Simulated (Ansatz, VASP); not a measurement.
## One calculation of ZrC, two programs

The input INCAR:

```
SYSTEM = ZrC
PREC = Accurate
ENCUT = 520
EDIFF = 1E-6
ISMEAR = -1
SIGMA = 0.05
LREAL = .FALSE.
LASPH = .TRUE.
NELM = 100
ALGO = Normal
ISIF = 2
LWAVE = .FALSE.
LCHARG = .FALSE.
GGA = PE
NBANDS = 15
```

Contents of KPOINTS:

```
regular mesh
0
G
  15 15 15
  0 0 0
```

The input POSCAR:

```
ZrC
1.0
    0.0000000000      2.3811373624      2.3811373624
    2.3811373624      0.0000000000      2.3811373624
    2.3811373624      2.3811373624      0.0000000000
Zr C
1 1
Direct
    0.5000000000      0.5000000000      0.5000000000
    0.0000000000      0.0000000000      0.0000000000
```

Input for Ansatz:

```yaml
crystal:
  lattice:
    - [0.0, 2.3811373624, 2.3811373624]
    - [2.3811373624, 0.0, 2.3811373624]
    - [2.3811373624, 2.3811373624, 0.0]
  atoms:
    - { symbol: Zr, position: [0.5, 0.5, 0.5] }
    - { symbol: C, position: [0.0, 0.0, 0.0] }
kpoints:
  mp_grid: { grid: [15, 15, 15] }
scf:
  occupations: { method: fermi_dirac, width: 0.05 }
hamiltonian:
  xc: pbe
  pseudopotentials: { kind: all_electron, lapw: { basis_error: 0.0005 } }
output:
  forces: true
  stress: true
  eigenvalues: true
```

Change from the starting cell: volume scaled by 1.04.

Alike in both runs: task single point; functional PBE; k mesh 15 × 15 × 15; occupations fermi-dirac, width 0.05 eV; no spin polarisation.

```csv
,VASP,Ansatz
version,VASP 6.6.1,Ansatz 0.2.0
potentials or method,"VASP PAW PBE potentials, release 64 (Zr_sv, C)","all-electron LAPW, scalar-relativistic"
plane-wave cutoff (eV),520,see its input
```

Ansatz gave:

```
pressure (GPa) : -7.0
```

Task: What did VASP give for the same quantities?

Result: Pressure (GPa): -6.8.

Ansatz ran all-electron here, so the differences hold the error of VASP's frozen core and of both bases.
